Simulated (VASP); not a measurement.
InSb in VASP 6.6.1, single-point calculation

INCAR

```
LREAL = .FALSE.
ENCUT = 520
ISMEAR = -1
NSW = 0
SIGMA = 0.02
EDIFF = 1E-7
IVDW = 21
NBANDS = 16
GGA = PE
ISIF = 2
ISYM = 3
LCHARG = .FALSE.
LASPH = .TRUE.
PREC = Accurate
IBRION = -1
LWAVE = .FALSE.
NELM = 95
```

KPOINTS

```
KPOINTS created by Atomic Simulation Environment
0
Gamma
6 6 6
0 0 0
```

POSCAR

```
In Sb
 1.0000000000000000
     0.0000000000000000    3.3451032681999999    3.2078164390000001
     3.3451032681999999    0.0000000000000000    3.2078164390000001
     3.3451032681999999    3.3451032681999999    0.0000000000000000
 In  Sb
   1   1
Cartesian
  0.0000000000000000  0.0000000000000000  0.0000000000000000
  1.6725516340999997  1.6725516340999997  1.6039082194999998
```

The recommended PBE PAW datasets give the neutral cell 18 valence electrons.

Command

```
mpirun -np 1 vasp_std
```

OSZICAR

```
N       E                     dE             d eps       ncg     rms          rms(c)
DAV:   1     0.115858334868E+03    0.11586E+03   -0.79921E+03   960   0.110E+03
DAV:   2     0.515937919773E+00   -0.11534E+03   -0.11123E+03  1104   0.285E+02
DAV:   3    -0.680586508372E+01   -0.73218E+01   -0.72999E+01  1216   0.738E+01
DAV:   4    -0.701515717430E+01   -0.20929E+00   -0.20924E+00  1264   0.144E+01
DAV:   5    -0.702655070027E+01   -0.11394E-01   -0.11393E-01  1448   0.276E+00
```

Standard output (part)

```
POSCAR found type information on POSCAR InSb
 POSCAR found :  2 types and       2 ions
 LDA part: xc-table for (Slater+PW92), standard interpolation
 POSCAR, INCAR and KPOINTS ok, starting setup
 WAVECAR not read
 entering main loop
|                     _     ____    _    _    _____     _                     |
|                    | |   | |_) | | |  | | | |  __    | |                    |
|                    |_|   |  _ <  | |  | | | | |_ |   |_|                    |
|                     _    | |_) | | |__| | | |__| |    _                     |
|     internal error in CHECK_FULL_KPOINTS: KPOINTS_FULL not properly         |
|     initialised                                                             |
|     If you are not a developer, you should not encounter this problem.      |
|     Please submit a bug report.                                             |
```

VASP stopped with an error.

The run took about 12 s on one core of a shared host (Intel Xeon Platinum 8488C) and held 0.17 GiB at most.
